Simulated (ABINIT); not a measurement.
# AlN (F-43m): bands and cutoff in G0W0 with ABINIT

What does each rung of G0W0 on AlN (F-43m) cost, and what does it buy?

Calculated with ABINIT 10.8.3; LDA and many-body steps on it, plane waves.

## (1) The structure

The structure is cubic, space group F-43m (No. 216). The conventional cell has a = 4.368 Å, b = 4.368 Å, c = 4.368 Å, α = 90.00°, β = 90.00°, γ = 90.00°. Al has 4 N at 1.89 Å nearest. N has 4 Al at 1.89 Å nearest. Farther neighbours and most contacts between anions are not listed.

The cell and positions are those that the Materials Project relaxed with its own functionals (PBE, PBE+U or r2SCAN), kept fixed. This is not the form that AlN usually takes at ambient conditions.

## (2) Empty states on the mesh, 6×6×6 mesh, 540 bands

This step: ABINIT 10.8.3; DFT, LDA, plane waves, norm-conserving pseudopotentials.

The sums over transitions need many empty states on a uniform mesh; this step solves for them.

File run.abi:

```
acell 3*1.0 Angstrom
rprim 
  -0.000000000000 2.183993559600 2.183993559600
  2.183993559600 -0.000000000000 2.183993559600
  2.183993559600 2.183993559600 -0.000000000000
ntypat 2
znucl 13 7
natom 2
typat 1 2
xred 
  0.000000000000 0.000000000000 0.000000000000
  0.750000000000 0.750000000000 0.750000000000
pp_dirpath "pseudos"
pseudos "Al.upf, N.upf"
ecut 36
ngkpt 6 6 6
nshiftk 1
shiftk 0 0 0
kptopt 1
chksymbreak 0
irdden 1
istwfk *1
nband 540
prtvol 0
optdriver 6
gwr_task "HDIAGO"
paral_kgb 0
occopt 1
indata_prefix "in"
outdata_prefix "out"
tmpdata_prefix "tmp"
```

Command:

```console
$ OMP_NUM_THREADS=1 mpirun -n 8 abinit run.abi > log
```

The program printed:

```text
.Version 10.8.3 of ABINIT. v10.8.2 released Aug 2026.

 Symmetries : space group F-4 3 m (#216); Bravais cF (face-center cubic)
[... echo of the input left out ...]
== DATASET  1 ==================================================================
-   mpi_nproc: 8, omp_nthreads: 1 (-1 if OMP is not activated)

--- !DatasetInfo
iteration_state: {dtset: 1, }
dimensions: {natom: 2, nkpt: 16, mband: 540, nsppol: 1, nspinor: 1, nspden: 1, mpw: 1464, }
cutoff_energies: {ecut:  36.0, pawecutdg:  -1.0, }
[...]
Indirect band gap semiconductor
 Fundamental gap:     3.259 (eV)
   VBM:     5.508 (eV) at k: [ 0.0000E+00,  0.0000E+00,  0.0000E+00]
   CBM:     8.767 (eV) at k: [ 5.0000E-01,  5.0000E-01,  0.0000E+00]
 Direct gap:         4.243 (eV) at k: [ 0.0000E+00,  0.0000E+00,  0.0000E+00]

== END DATASET(S) ==============================================================
================================================================================

 -outvars: echo values of variables after computation  --------
           etotal      0.0000000000E+00
            nband         540
             nkpt          16
          spgroup         216
 [... the other variables as echoed above ...]

 Calculation completed.
```

Wall time 7.9 s (8 MPI ranks of Arm Neoverse V2, shared host); peak memory 1.5 GiB.

Numbers from this step:

| Quantity | Value |
| --- | --- |
| gap | 3.259 eV |
| k of the valence top | 0, 0, 0 |
| k of the conduction bottom | 0.5, 0.5, 0 |
| least direct gap | 4.243 eV |
| k points computed | 16 |
| lowest point of the top converged band, above the valence top | 481.4356 eV |

On this mesh the gap is 3.259 eV.

The density comes from a self-consistent run that is not shown.

## (3) Screening, 6×6×6 mesh, 108 bands, screening to 203.5 eV

The RPA dielectric matrix is built and inverted for each q.

This step: RPA screening on LDA, plane waves, norm-conserving pseudopotentials.

Edit run.abi of step 2 so:

```diff
@@ -20,10 +20,11 @@
 chksymbreak 0
-irdden 1
 istwfk *1
-nband 540
-prtvol 0
-optdriver 6
-gwr_task "HDIAGO"
-paral_kgb 0
 occopt 1
+irdwfk 1
+optdriver 3
+nband 108
+ecuteps 7.48
+inclvkb 2
+awtr 1
+symchi 1
 indata_prefix "in"
```

The program printed:

```text
.Version 10.8.3 of ABINIT. v10.8.2 released Aug 2026.

 Symmetries : space group F-4 3 m (#216); Bravais cF (face-center cubic)
[... echo of the input left out ...]
== DATASET  1 ==================================================================
-   mpi_nproc: 8, omp_nthreads: 1 (-1 if OMP is not activated)

--- !DatasetInfo
iteration_state: {dtset: 1, }
dimensions: {natom: 2, nkpt: 16, mband: 108, nsppol: 1, nspinor: 1, nspden: 1, mpw: 1464, }
cutoff_energies: {ecut:  36.0, pawecutdg:  -1.0, }
electrons: {nelect:   8.00000000E+00, charge:   0.00000000E+00, occopt:   1.00000000E+00, tsmear:   1.00000000E-02, }

 SCREENING: Calculation of the susceptibility and dielectric matrices

 Based on a program developped by R.W. Godby, V. Olevano, G. Onida, and L. Reining.
 Incorporated in ABINIT by V. Olevano, G.-M. Rignanese, and M. Torrent.
.Using double precision arithmetic ; gwpc =  8

[... cell and pseudopotentials left out ...]
--------------------------------------------------------------------------------

 ==== K-mesh for the wavefunctions ====
 Number of points in the irreducible wedge :    16
[... list of points left out ...]
 Together with 24 symmetry operations and time-reversal symmetry
 yields   216 points in the full Brillouin Zone.

 ==== Q-mesh for the screening function ====
 Number of points in the irreducible wedge :    16
[... list of points left out ...]
 Together with 24 symmetry operations and time-reversal symmetry
 yields   216 points in the full Brillouin Zone.

 setmesh: FFT mesh size selected  =    24x   24x   24
          total number of points  =        13824

 vcoul_init : cutoff-mode = AUXILIARY_FUNCTION
 q-points for optical limit:   1
     1)      0.000010    0.000020    0.000030

- screening: taking advantage of time-reversal symmetry
- Maximum band index for partially occupied states nbvw = 4
- Remaining bands to be divided among processors   nbcw = 104
- Number of bands treated by each node ~13

 Number of electrons calculated from density =    8.0000; Expected =    8.0000
 average of density, n =  0.056900
 r_s =    1.6129
 omega_plasma =   23.0097 [eV]

 calculating chi0 at frequencies [eV] :
  1    0.000000E+00    0.000000E+00
  2    0.000000E+00    2.300966E+01

--------------------------------------------------------------------------------
  q-point number  1        q = ( 0.000000, 0.000000, 0.000000) [r.l.u.]
--------------------------------------------------------------------------------
[... chi0 elements left out ...]
 For q-point:  0.000010 0.000020 0.000030
  dielectric constant =   4.4104
  dielectric constant without local fields =   4.8536

  Average fulfillment of the sum rule on Im[epsilon] for q-point    1 :     90.23  [%]
[... wings left out ...]
  q-point number  2        q = ( 0.166667, 0.000000, 0.000000) [r.l.u.]
--------------------------------------------------------------------------------
[... chi0 elements left out ...]
  Average fulfillment of the sum rule on Im[epsilon] for q-point    2 :     96.19  [%]

 [... 14 further q-points ...]
```

Elapsed: 18 s, on 8 MPI ranks; peak memory 1.1 GiB; 2.4 min of CPU time.

Numbers from this step:

```
ε∞ with local fields, on this mesh, along the program's q direction : 4.410
the same without local fields                                       : 4.854
plasma frequency                                                    : 23.01 eV
plane waves in the screening matrix                                 : 137
```

Local fields lower ε∞ by 9 %.

## (4) 108 bands, 203.5 eV

The self-energy is evaluated for the states that the input lists, and the levels follow from it, in one-shot runs by the linearised quasiparticle equation.

This step: G0W0 on LDA, plane waves, norm-conserving pseudopotentials.

Edit run.abi of step 3 so:

```diff
@@ -23,8 +23,19 @@
 irdwfk 1
-optdriver 3
+optdriver 4
 nband 108
+gwcalctyp 0
+ecutsigx 36
+symsigma 1
+nkptgw 3
+kptgw 
+  0.0000000000 0.0000000000 0.0000000000
+  0.5000000000 0.5000000000 0.0000000000
+  0.5000000000 0.0000000000 0.0000000000
+bdgw 
+  2 8
+  3 6
+  3 6
 ecuteps 7.48
-inclvkb 2
-awtr 1
-symchi 1
+irdscr 1
+ppmodel 1
 indata_prefix "in"
```

The program printed:

```text
.Version 10.8.3 of ABINIT. v10.8.2 released Aug 2026.

 Symmetries : space group F-4 3 m (#216); Bravais cF (face-center cubic)
[... echo of the input left out ...]
== DATASET  1 ==================================================================
-   mpi_nproc: 8, omp_nthreads: 1 (-1 if OMP is not activated)

--- !DatasetInfo
iteration_state: {dtset: 1, }
dimensions: {natom: 2, nkpt: 16, mband: 108, nsppol: 1, nspinor: 1, nspden: 1, mpw: 1464, }
cutoff_energies: {ecut:  36.0, pawecutdg:  -1.0, }
electrons: {nelect:   8.00000000E+00, charge:   0.00000000E+00, occopt:   1.00000000E+00, tsmear:   1.00000000E-02, }

 SIGMA: Calculation of the GW corrections

 Based on a program developped by R.W. Godby, V. Olevano, G. Onida, and L. Reining.
 Incorporated in ABINIT by V. Olevano, G.-M. Rignanese, and M. Torrent.
.Using double precision arithmetic ; gwpc =  8

[... cell and pseudopotentials left out ...]
--------------------------------------------------------------------------------

 ==== K-mesh for the wavefunctions ====
 Number of points in the irreducible wedge :    16
[... list of points left out ...]
 Together with 24 symmetry operations and time-reversal symmetry
 yields   216 points in the full Brillouin Zone.

 ==== Q-mesh for screening function ====
 Number of points in the irreducible wedge :    16
[... list of points left out ...]
 Together with 24 symmetry operations and time-reversal symmetry
 yields   216 points in the full Brillouin Zone.

 vcoul_init : cutoff-mode = AUXILIARY_FUNCTION
 q-points for optical limit:   1
     1)      0.000010    0.000020    0.000030
 setmesh: FFT mesh size selected  =    32x   32x   32
          total number of points  =        32768

 Number of electrons calculated from density =    8.0000; Expected =    8.0000
 average of density, n =  0.056900
 r_s =    1.6129
 omega_plasma =   23.0097 [eV]

 === KS Band Gaps ===
  >>>> For spin  1
   Minimum direct gap =   4.2434 [eV], located at k-point      :   0.0000  0.0000  0.0000
   Fundamental gap    =   3.2588 [eV], Top of valence bands at :   0.0000  0.0000  0.0000
                                       Bottom of conduction at :   0.5000  0.5000  0.0000
 SIGMA fundamental parameters:
 PLASMON POLE MODEL  1
 number of plane-waves for SigmaX                 1459
 number of plane-waves for SigmaC and W            137
 number of plane-waves for wavefunctions          1459
 number of bands                                   108
 number of independent spin polarizations            1
 number of spinorial components                      1
 number of k-points in IBZ                          16
 number of q-points in IBZ                          16
 number of symmetry operations                      24
 number of k-points in BZ                          216
 number of q-points in BZ                          216
 number of frequencies for dSigma/dE                 9
 frequency step for dSigma/dE [eV]                0.25
 number of omega for Sigma on real axis              0
 max omega for Sigma on real axis  [eV]           0.00
 zcut for avoiding poles [eV]                     0.10

 EPSILON^-1 parameters (SCR file):
 dimension of the eps^-1 matrix on file            137
 dimension of the eps^-1 matrix used               137
 number of plane-waves for wavefunctions          1459
 number of bands                                   108
 number of q-points in IBZ                          16
 number of frequencies                               2
 number of real frequencies                          1
 number of imag frequencies                          1

 matrix elements of self-energy operator (all in [eV])

 Perturbative Calculation

--- !SelfEnergy_ee
iteration_state: {dtset: 1, }
kpoint     : [   0.000,    0.000,    0.000, ]
spin       : 1
KS_gap     :    4.243
QP_gap     :    5.799
Delta_QP_KS:    1.556
data: !SigmaeeData |
     Band     E0 <VxcDFT>   SigX SigC(E0)      Z dSigC/dE  Sig(E)    E-E0       E
        2   5.508 -16.793 -20.942   2.950   0.784  -0.275 -17.734  -0.941   4.568
        3   5.508 -16.793 -20.942   2.950   0.784  -0.275 -17.734  -0.941   4.568
        4   5.508 -16.793 -20.942   2.950   0.784  -0.275 -17.734  -0.941   4.568
        5   9.752 -12.739  -8.149  -3.835   0.813  -0.229 -12.125   0.615  10.367
        6  17.867 -10.150  -4.112  -5.109   0.814  -0.228  -9.393   0.757  18.624
        7  17.867 -10.150  -4.112  -5.109   0.814  -0.228  -9.393   0.757  18.624
[...]
--- !SelfEnergy_ee
iteration_state: {dtset: 1, }
kpoint     : [   0.500,    0.500,    0.000, ]
spin       : 1
KS_gap     :    5.055
QP_gap     :    6.765
Delta_QP_KS:    1.711
data: !SigmaeeData |
     Band     E0 <VxcDFT>   SigX SigC(E0)      Z dSigC/dE  Sig(E)    E-E0       E
[...]
--- !SelfEnergy_ee
iteration_state: {dtset: 1, }
kpoint     : [   0.500,    0.000,    0.000, ]
spin       : 1
KS_gap     :    7.770
QP_gap     :    9.530
Delta_QP_KS:    1.760
data: !SigmaeeData |
     Band     E0 <VxcDFT>   SigX SigC(E0)      Z dSigC/dE  Sig(E)    E-E0       E
[...]
4   5.021 -16.447 -20.801   3.064   0.783  -0.277 -17.458  -1.011   4.010
        5  12.791 -11.276  -5.944  -4.422   0.823  -0.216 -10.527   0.749  13.539
        6  15.275 -13.397  -6.822  -5.244   0.784  -0.275 -12.353   1.043  16.318

== END DATASET(S) ==============================================================
================================================================================

 -outvars: echo values of variables after computation  --------
           etotal      0.0000000000E+00
            nband         108
             nkpt          16
          spgroup         216
 [... the other variables as echoed above ...]

 Calculation completed.
```

Wall time 6.3 s (8 MPI ranks); peak memory 1.2 GiB.

This step gave:

```
G0W0 gap on the points computed              : 4.741 eV
starting gap on the mesh                     : 3.259 eV
k of the valence top                         : 0, 0, 0
k of the conduction bottom                   : 0.5, 0.5, 0
Z at the valence top                         : 0.784
Z at the conduction bottom                   : 0.834
least direct G0W0 gap on the computed points : 5.799 eV
```

The gap on the mesh goes from 3.26 eV to 4.74 eV, a correction of +1.48 eV.

## (5) Screening, 6×6×6 mesh, 163 bands, screening to 269.4 eV

This step: RPA screening on LDA, plane waves, norm-conserving pseudopotentials.

Edit run.abi of step 4 so:

```diff
@@ -23,19 +23,8 @@
 irdwfk 1
-optdriver 4
-nband 108
-gwcalctyp 0
-ecutsigx 36
-symsigma 1
-nkptgw 3
-kptgw 
-  0.0000000000 0.0000000000 0.0000000000
-  0.5000000000 0.5000000000 0.0000000000
-  0.5000000000 0.0000000000 0.0000000000
-bdgw 
-  2 8
-  3 6
-  3 6
-ecuteps 7.48
-irdscr 1
-ppmodel 1
+optdriver 3
+nband 163
+ecuteps 9.9
+inclvkb 2
+awtr 1
+symchi 1
 indata_prefix "in"
```

The program printed:

```text
.Version 10.8.3 of ABINIT. v10.8.2 released Aug 2026.

 Symmetries : space group F-4 3 m (#216); Bravais cF (face-center cubic)
[... echo of the input left out ...]
== DATASET  1 ==================================================================
-   mpi_nproc: 8, omp_nthreads: 1 (-1 if OMP is not activated)

--- !DatasetInfo
iteration_state: {dtset: 1, }
dimensions: {natom: 2, nkpt: 16, mband: 163, nsppol: 1, nspinor: 1, nspden: 1, mpw: 1464, }
cutoff_energies: {ecut:  36.0, pawecutdg:  -1.0, }
electrons: {nelect:   8.00000000E+00, charge:   0.00000000E+00, occopt:   1.00000000E+00, tsmear:   1.00000000E-02, }

 SCREENING: Calculation of the susceptibility and dielectric matrices

 Based on a program developped by R.W. Godby, V. Olevano, G. Onida, and L. Reining.
 Incorporated in ABINIT by V. Olevano, G.-M. Rignanese, and M. Torrent.
.Using double precision arithmetic ; gwpc =  8

[... cell and pseudopotentials left out ...]
--------------------------------------------------------------------------------

 ==== K-mesh for the wavefunctions ====
 Number of points in the irreducible wedge :    16
[... list of points left out ...]
 Together with 24 symmetry operations and time-reversal symmetry
 yields   216 points in the full Brillouin Zone.

 ==== Q-mesh for the screening function ====
 Number of points in the irreducible wedge :    16
[... list of points left out ...]
 Together with 24 symmetry operations and time-reversal symmetry
 yields   216 points in the full Brillouin Zone.

 setmesh: FFT mesh size selected  =    24x   24x   24
          total number of points  =        13824

 vcoul_init : cutoff-mode = AUXILIARY_FUNCTION
 q-points for optical limit:   1
     1)      0.000010    0.000020    0.000030

- screening: taking advantage of time-reversal symmetry
- Maximum band index for partially occupied states nbvw = 4
- Remaining bands to be divided among processors   nbcw = 159
- Number of bands treated by each node ~19

 Number of electrons calculated from density =    8.0000; Expected =    8.0000
 average of density, n =  0.056900
 r_s =    1.6129
 omega_plasma =   23.0097 [eV]

 calculating chi0 at frequencies [eV] :
  1    0.000000E+00    0.000000E+00
  2    0.000000E+00    2.300966E+01

--------------------------------------------------------------------------------
  q-point number  1        q = ( 0.000000, 0.000000, 0.000000) [r.l.u.]
--------------------------------------------------------------------------------
[... chi0 elements left out ...]
 For q-point:  0.000010 0.000020 0.000030
  dielectric constant =   4.4087
  dielectric constant without local fields =   4.8538

  Average fulfillment of the sum rule on Im[epsilon] for q-point    1 :     94.51  [%]
[... wings left out ...]
  q-point number  2        q = ( 0.166667, 0.000000, 0.000000) [r.l.u.]
--------------------------------------------------------------------------------
[... chi0 elements left out ...]
  Average fulfillment of the sum rule on Im[epsilon] for q-point    2 :     98.04  [%]

 [... 14 further q-points ...]
```

Wall time 31 s (8 MPI ranks); peak memory 1.5 GiB; 4.1 min of CPU time.

Numbers from this step:

```yaml
eps_infinity_with_local_fields_on_this_mesh_along_the_program_s_q_direction: 4.409
the_same_without_local_fields: 4.854
plasma_frequency: 23.01 eV
plane_waves_in_the_screening_matrix: 181
```

[end of part 1 of 2]

[Paths, hosts, dates, memory and timing lines, banners, echoed tables and standing remarks are left out of the program output.]

[Logs are printed without paths, hosts, clocks, repeated set-up lines and the standing remarks that a program may print on its own settings, such as how far it seeks lower states.]

[Runs of the session that timed out or met a known fault of the program may be left out.]

[Hosts, paths, dates, database ids (printed as entryN), source tags and the programs' standing remarks are cut or masked in the printed files.]

[G0W0 gaps are taken among the corrected bands and points alone; a level outside them can change the order at an edge.]

[Where Ansatz stands beside ABINIT at settings called matched, ABINIT's density can come from a denser mesh and the files from another edition; pairs whose starting gaps differed by over 0.03 eV were left out, so agreement reads better than it is.]
